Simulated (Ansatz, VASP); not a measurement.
**LiF: VASP beside Ansatz**

INCAR

```
SYSTEM = LiF
PREC = Accurate ; ENCUT = 520
EDIFF = 1E-6 ; ISMEAR = 0
SIGMA = 0.01 ; LREAL = .False.
LASPH = .True. ; NELM = 80
ALGO = Normal ; ISIF = 2
LWAVE = .False. ; LCHARG = .True.
GGA = PS ; LELF = .True.
LVHAR = .True. ; NBANDS = 12
```

File KPOINTS:

```
regular mesh
0
Gamma
  8 8 8
  0 0 0
```

Contents of POSCAR:

```
LiF
1.0
    2.5162584438      0.0000000000      0.0000000000
    0.0000000000      2.5162584438      0.0000000000
    0.0000000000      0.0000000000      2.5162584438
Li F
1 1
Direct
    0.0000000000      0.0000000000      0.0000000000
    0.5000000000      0.5000000000      0.5000000000
```

Input for Ansatz:

```yaml
crystal:
  lattice:
    - [2.5162584438, 0.0, 0.0]
    - [0.0, 2.5162584438, 0.0]
    - [0.0, 0.0, 2.5162584438]
  atoms:
    - { symbol: Li, position: [0.0, 0.0, 0.0] }
    - { symbol: F, position: [0.5, 0.5, 0.5] }
kpoints:
  mp_grid: { grid: [8, 8, 8] }
hamiltonian:
  xc: pbesol
scf:
  occupations: { method: fixed }
  n_extra_bands: 4
output:
  forces: true
  stress: true
  eigenvalues: true
basis:
  xc_grid: 3
```

Alike in both runs: task single point; functional PBEsol; k mesh 8 × 8 × 8; no spin polarisation.

```csv
,VASP,Ansatz
version,VASP 6.6.1,Ansatz 0.2.0
potentials or method,"VASP PAW PBE potentials, release 64 (Li_sv, F)",plane waves
plane-wave cutoff (eV),520,420
occupations,"gaussian, width 0.01 eV",fixed
valence electrons in the cell,10,10
```

```csv
,VASP,Ansatz,Ansatz less VASP
gap on the k mesh at the Fermi level (eV),7.81,7.80,-0.014
```

 A k mesh can miss the band edges.
